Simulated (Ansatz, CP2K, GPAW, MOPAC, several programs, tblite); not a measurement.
What each method gives for CaSe (zincblende)

CaSe in the zincblende structure, relaxed with r2SCAN in Ansatz, was computed with several methods. It is cubic, F-43m (No. 216); a = 6.559 Å in the conventional setting, 35.27 Å³ an atom. Ca is surrounded by 4 Se at 2.84 Å; Se is surrounded by 4 Ca at 2.84 Å. The cell comes from a prototype generator: it can be a known phase or a hypothetical one. Spin polarisation is off.

```cif
data_structure
_symmetry_space_group_name_H-M 'P 1'
_symmetry_Int_Tables_number 1
_cell_length_a 4.6380
_cell_length_b 4.6380
_cell_length_c 4.6380
_cell_angle_alpha 60.000
_cell_angle_beta 60.000
_cell_angle_gamma 60.000
_cell_volume 70.55
loop_
_atom_site_label
_atom_site_type_symbol
_atom_site_fract_x
_atom_site_fract_y
_atom_site_fract_z
_atom_site_occupancy
Ca1 Ca 0.00000 0.00000 0.00000 1
Se1 Se 0.25000 0.25000 0.25000 1
```

Gaps and times are for a single point on this cell; volume and bulk modulus come from each method's own relaxation or energy curve at fixed shape. Times are rough, from shared hosts (Arm Neoverse V1), and each method has its own mesh and cell size. A dagger marks a closed or tiny gap in a crystal that DFT finds insulating: a failure of the method or a wrong SCF state. PM7 (MOPAC): levels, charges or heat of formation failed a check of plausibility, so no values are given. A star marks a curve whose lowest point is an end point. PM6 (MOPAC), PM7 (MOPAC), GFN1-xTB (tblite), GFN2-xTB (tblite) treat a cluster of cells at its zone centre, which samples few k points: where these miss a band edge, the gap comes out too large for that reason alone. Gaps from k meshes are read at a limited set of points (mesh, symmetry points, PBE's band edges), so each method's own least gap may be somewhat smaller. xTB and the PM methods were fitted mostly to molecules, and can miss a solid's gap by electronvolts. Minimal bases can be far off for gaps. d marks a direct gap, i an indirect one (no mark: not told apart), a dash a value that wasn't computed or didn't pass its checks.

```json
{"method": "light PBE (260 eV and a coarse mesh)", "kind": "light plane-wave", "gap (eV)": "3.19 i", "own volume (Å³/atom)": "–", "bulk modulus (GPa)": "–", "atoms computed": "2", "processor time": "1.1 s"}
{"method": "PM6 (MOPAC)", "kind": "semi-empirical", "gap (eV)": "3.42", "own volume (Å³/atom)": "–", "bulk modulus (GPa)": "–", "atoms computed": "64", "processor time": "1.7 s"}
{"method": "PM7 (MOPAC)", "kind": "semi-empirical", "gap (eV)": "–", "own volume (Å³/atom)": "–", "bulk modulus (GPa)": "–", "atoms computed": "64", "processor time": "2.1 s"}
{"method": "PBE", "kind": "semilocal", "gap (eV)": "3.20 i", "own volume (Å³/atom)": "35.76", "bulk modulus (GPa)": "33", "atoms computed": "2", "processor time": "3.1 s"}
{"method": "GFN1-xTB (tblite)", "kind": "tight binding", "gap (eV)": "0.00†", "own volume (Å³/atom)": "–", "bulk modulus (GPa)": "–", "atoms computed": "64", "processor time": "4.6 s"}
{"method": "GFN2-xTB (tblite)", "kind": "tight binding", "gap (eV)": "2.11", "own volume (Å³/atom)": "32.87", "bulk modulus (GPa)": "22", "atoms computed": "64", "processor time": "5.7 s"}
{"method": "PBE/SZV (CP2K)", "kind": "small basis", "gap (eV)": "1.34 d", "own volume (Å³/atom)": "39.11*", "bulk modulus (GPa)": "29*", "atoms computed": "2", "processor time": "6.9 s"}
{"method": "r2SCAN", "kind": "semilocal", "gap (eV)": "3.70 i", "own volume (Å³/atom)": "35.27", "bulk modulus (GPa)": "35", "atoms computed": "2", "processor time": "7.6 s"}
{"method": "PBE/single zeta (GPAW)", "kind": "small basis", "gap (eV)": "3.27 i", "own volume (Å³/atom)": "–", "bulk modulus (GPa)": "–", "atoms computed": "2", "processor time": "8.7 s"}
{"method": "PBE/DZVP (CP2K)", "kind": "small basis", "gap (eV)": "3.19 i", "own volume (Å³/atom)": "36.20", "bulk modulus (GPa)": "33", "atoms computed": "2", "processor time": "13 s"}
```

Against r2SCAN (3.70 eV) and with closed or daggered gaps left aside, the nearest gap at the points sampled is that of PM6 (MOPAC) (-0.28 eV) and the farthest that of PBE/SZV (CP2K) (-2.36 eV). r2SCAN is only a yardstick of convenience: semilocal gaps usually lie below measured ones, which GLLB-SC and hybrids aim to mend.

Volumes against r2SCAN's: PBE +1.4 %, GFN2-xTB (tblite) -6.8 %, PBE/DZVP (CP2K) +2.6 %.

Runs without a result: GLLB-SC (GPAW) (single point).

The runs are scalar-relativistic, without spin-orbit coupling.
